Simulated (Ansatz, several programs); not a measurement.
NaH (CsCl type), relaxed with PBE in Ansatz (plane waves, PAW): space group Pm-3m (No. 221), cubic; conventional cell a = 2.965 Å, 13.03 Å³ an atom. Na is surrounded by 8 H at 2.57 Å; H is surrounded by 8 Na at 2.57 Å. The cell was then scaled with its shape and fractional coordinates held. Simulation only: spin-unpolarised, and no claim that this is the phase found in nature.

| V (Å³/atom) | E (meV/atom) |
| --- | --- |
| 12.251 | 3.75 |
| 13.033 | 0.00 |
| 13.424 | 0.87 |
| 13.815 | 3.28 |

Question: Pass a cubic E = c₀ + c₁u + c₂u² + c₃u³, with u = V − 13.131 Å³, through these points.

Answer: c₀ = 0.06, c₁ = +1.179, c₂ = 5.570, c₃ = -0.6064 (meV and Å³).

Question: Where is the minimum, and what bulk modulus follows?

Answer: dE/du = 0 at u = -0.104, so V₀ = 13.03 Å³. B = V₀ d²E/dV² = 13.03 × (2c₂ + 6c₃u) = 13.03 × 11.518 = 150 meV/Å³, and 1 meV/Å³ is 0.16022 GPa: 24 GPa. A third-order Birch-Murnaghan fit to all five points gives 13.02 Å³ and 24 GPa.

Question: Predict the energy and the pressure at the withheld volume, 12.642 Å³.

Answer: With u = -0.489: E ≈ 0.89 meV and P = −dE/dV ≈ +0.75 GPa. The run gives 0.87 meV and, from its stress, +0.75 GPa.
